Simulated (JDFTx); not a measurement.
Crystal: Rb.

```
Rb
1.0
    -2.80250    2.80250    2.80250
     2.80250   -2.80250    2.80250
     2.80250    2.80250   -2.80250
Rb
1
Direct
  0.00000 0.00000 0.00000
```

* Program: JDFTx 1.7.0 (patched build)
* Task: single point
* Functional: PBE
* Potentials or basis: PseudoDojo-SR-PBE-0.5-standard
* Cutoff: 626 eV
* Density cutoff: 2503 eV
* k mesh: 7 × 7 × 7
* Occupations: fermi-dirac, width 0.05 eV
* Spin: no spin polarisation

On this cell: pressure 0.1 GPa; band gap on the k mesh none (metal or under the smearing width).

The same run follows on a disturbed copy (cell strained at random at fixed volume):

```xyz
1
Lattice="-2.9209 2.8264 2.7124 2.9163 -2.8591 2.7405 2.8433 2.7815 -2.7451" Properties=species:S:1:pos:R:3 pbc="T T T"
Rb   -0.0374    0.0067    0.0065
```

Task: What changes?

Result: The energy (extrapolated to zero smearing) moves by +0.1 meV/atom; pressure 0.1 GPa; band gap on the k mesh none (metal or under the smearing width).

Stress tensor (GPa, compression positive):
```
0.10 0.07 0.01
0.07 0.08 0.03
0.01 0.03 0.05
```

Caveats: the empty levels aren't tightly converged.
